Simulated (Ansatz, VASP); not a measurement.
**Si in VASP and in Ansatz**

INCAR

```
  PREC = Accurate
  ENCUT = 520
  EDIFF = 1E-6
  ISMEAR = 0
  SIGMA = 0.01
  LREAL = F
  LASPH = T
  NELM = 80
  ALGO = Normal
  ISIF = 2
  LWAVE = F
  LCHARG = T
  GGA = PE
  LELF = T
  LVHAR = T
  NBANDS = 16
```

KPOINTS

```
Automatic mesh
0
Gamma
  6 6 2
```

The input POSCAR:

```
Si
1.0
    3.8321295320      0.0000000000      0.0000000000
   -1.9160647660      3.3187215253      0.0000000000
    0.0000000000      0.0000000000      6.3412168948
Si
4
Direct
    0.3333333333      0.6666666667      0.0005609416
    0.6666666667      0.3333333333      0.5005609416
    0.3333333333      0.6666666667      0.3744390584
    0.6666666667      0.3333333333      0.8744390584
```

Input for Ansatz:

```yaml
crystal:
  lattice:
    - [3.832129532, 0.0, 0.0]
    - [-1.916064766, 3.3187215253, 0.0]
    - [0.0, 0.0, 6.3412168948]
  atoms:
    - { symbol: Si, position: [0.3333333333, 0.6666666667, 0.0005609416] }
    - { symbol: Si, position: [0.6666666667, 0.3333333333, 0.5005609416] }
    - { symbol: Si, position: [0.3333333333, 0.6666666667, 0.3744390584] }
    - { symbol: Si, position: [0.6666666667, 0.3333333333, 0.8744390584] }
kpoints:
  mp_grid: { grid: [6, 6, 2] }
hamiltonian:
  xc: pbe
scf:
  occupations: { method: fixed }
output:
  optics:
    e_range: [2, 10]
    de: 0.2
    sigma: 0.15
    scissors: 0
    scheme: fermi_dirac
    bands: { spectra_wanted_up_to: 10 }
```

Alike in both runs: task single point; functional PBE; k mesh 6 × 6 × 2; no spin polarisation.

```csv
,VASP,Ansatz
version,VASP 6.6.1,Ansatz 0.2.0
potentials or method,"VASP PAW PBE potentials, release 64 (Si)","plane waves, PAW"
plane-wave cutoff (eV),520,420
occupations,"gaussian, width 0.01 eV",fixed
valence electrons in the cell,16,16
```

```csv
,VASP,Ansatz,Ansatz less VASP
gap on the k mesh at the Fermi level (eV),0.42,0.42,-0.002
```

Caveats: the k mesh is coarse (spacing up to 0.50 Å⁻¹), so the values aren't converged.
